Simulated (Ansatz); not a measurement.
Yb in Ansatz: the effect of target pressure

Yb:

```
Yb
1.0
     0.00000    2.74310    2.74310
     2.74310    0.00000    2.74310
     2.74310    2.74310    0.00000
Yb
1
Direct
  0.00000 0.00000 0.00000
```

Alike in all runs:

| Property | Result |
| --- | --- |
| Program | Ansatz 0.2.0 |
| Task | relaxation of cell and atoms |
| Functional | PBE |
| Potentials or basis | Ansatz PAW |
| Cutoff | 420 eV (not typed: the program's choice for these potentials) |
| k mesh | 8 × 8 × 8 |
| Occupations | fermi-dirac, width 0.05 eV |
| Spin | collinear spin, ferromagnetic start |
| Starting moments | [1.0] μB |

Each run relaxes the cell or the atoms first.

Question: One run gave: relaxed volume 19.87 Å³/atom. Which target pressure did it use?
A. 5 GPa
B. 10 GPa
C. 2 GPa
D. 20 GPa
E. 30 GPa

Answer: E.

```csv
target pressure,relaxed volume (Å³/atom)
0 GPa,35.60
2 GPa,32.53
5 GPa,29.52
10 GPa,26.12
20 GPa,22.11
30 GPa,19.87
```

Caveats: the plane-wave basis is chosen anew once the cell has moved, so the energies of steps on either side of that aren't comparable; the starting moments weren't kept; the volume moved by over 15 % at a fixed basis, so the end points are rough (some runs).
